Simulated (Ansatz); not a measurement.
# HfO2 (rutile type): the cost of one run

Computed with Ansatz 0.2.0 (DFT PBE, with the methods named in each step, unless a step's input says otherwise).

## Step 1: Starting point

Symmetry: P4_2/mnm, No. 136, tetragonal system. Conventional cell: a = 4.880 Å, b = 4.880 Å, c = 3.238 Å, α = 90.00°, β = 90.00°, γ = 90.00°. Hf (site symmetry mmm) is surrounded by 6 O at 2.10 to 2.11 Å. Around O (site symmetry m2m) lie 3 Hf at 2.10 to 2.11 Å.

Structure file:

```
Hf O
1.0
     4.88038    0.00000    0.00000
     0.00000    4.88038    0.00000
     0.00000    0.00000    3.23759
Hf O
2 4
Direct
  0.00000 0.00000 0.00000
  0.50000 0.50000 0.50000
  0.30519 0.30519 0.00000
  0.69481 0.69481 0.00000
  0.80519 0.19481 0.50000
  0.19481 0.80519 0.50000
```

Whether this phase is the stable one at these pressures isn't tested.

Atoms are numbered in the order of the input: Hf1, Hf2, O3, O4, O5, O6.

## Step 2: The reference volume, LAPW

The input, input.yaml:

```yaml
crystal:
  lattice:
    - [4.880383666, 0.0, 0.0]
    - [0.0, 4.880383666, 0.0]
    - [0.0, 0.0, 3.2375948422]
  atoms:
    - { symbol: Hf, position: [0.0, 0.0, 0.0] }
    - { symbol: Hf, position: [0.5, 0.5, 0.5] }
    - { symbol: O, position: [0.3051892464, 0.3051892464, 0.0] }
    - { symbol: O, position: [0.6948107536, 0.6948107536, 0.0] }
    - { symbol: O, position: [0.8051892464, 0.1948107536, 0.5] }
    - { symbol: O, position: [0.1948107536, 0.8051892464, 0.5] }
kpoints:
  mp_grid: { grid: [7, 7, 11] }
  band_path:
    path:
      - [0.0, 0.0, 0.0]
      - [0.0, 0.5, 0.0]
      - [0.5, 0.5, 0.0]
      - [0.0, 0.0, 0.0]
      - [0.0, 0.0, 0.5]
      - [0.0, 0.5, 0.5]
      - [0.5, 0.5, 0.5]
      - [0.0, 0.0, 0.5]
      - [0.0, 0.5, 0.0]
    npoints: 14
scf:
  occupations: { method: fermi_dirac, width: 0.1 }
hamiltonian:
  xc: pbe
  pseudopotentials: { kind: all_electron, lapw: { basis_error: 0.001 } }
output:
  forces: true
  stress: true
  eigenvalues: true
  populations: true
  dos: { projected: true, de: 0.2, e_range: [-14, 8] }
```

Started as:

```console
> ansatz run input.yaml --threads 2 --pin off --max-ram 5120MiB --backend cpu --events-out ev --progress --plain --runs-dir out
```

**Question.** How long does this run take on 2 threads of Intel Xeon at 2.50GHz (Skylake/Cascade Lake), shared host, and how much memory does it need?

About 4.2 min, with a peak of 1.1 GiB.
